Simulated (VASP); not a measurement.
**SnSe: single point with PBE**

SnSe:

```
Sn Se
1.0
     0.00000    3.01000    3.01000
     3.01000    0.00000    3.01000
     3.01000    3.01000    0.00000
Sn Se
1 1
Direct
  0.00000 0.00000 0.00000
  0.50000 0.50000 0.50000
```

Measurements of this composition are mostly on another form, of space group No. 62.

```yaml
Program: VASP 6.6.1
Task: single point
Functional: PBE
Potentials_or_basis: VASP PAW PBE potentials, release 64 (Sn_d, Se)
Cutoff: 520 eV
k_mesh: 8 × 8 × 8
Occupations: fermi-dirac, width 0.05 eV
Spin: no spin polarisation
Further_INCAR_settings: ALGO = Normal; EDIFF = 1e-07; NBANDS = 17
```

* Pressure: 0.9 GPa
* Band gap on the k mesh: 0.58 eV, direct

Levels at points of the mesh, in eV from the valence-band top:
```
           k point  band 7  band 8  band 9  band 10  band 11  band 12  band 13  band 14
(0.00, 0.00, 0.00)   -5.06   -2.19   -2.19    -2.19     4.32     4.32     4.32     5.87
(0.50, 0.00, 0.00)   -8.04   -1.94   -1.94     0.00     0.58     1.25     1.25     8.25
(0.50, 0.50, 0.00)   -6.00   -5.46   -3.63    -3.63     3.03     5.35     5.35     5.97
```

Run time: 39 s on 1 thread of Intel(R) Xeon(R) Platinum 8488C (Sapphire Rapids), on a shared host, peak memory 0.18 GiB.

Caveat: spin-orbit coupling is left out, which moves the levels of the heavy elements. A k mesh can miss the band edges.
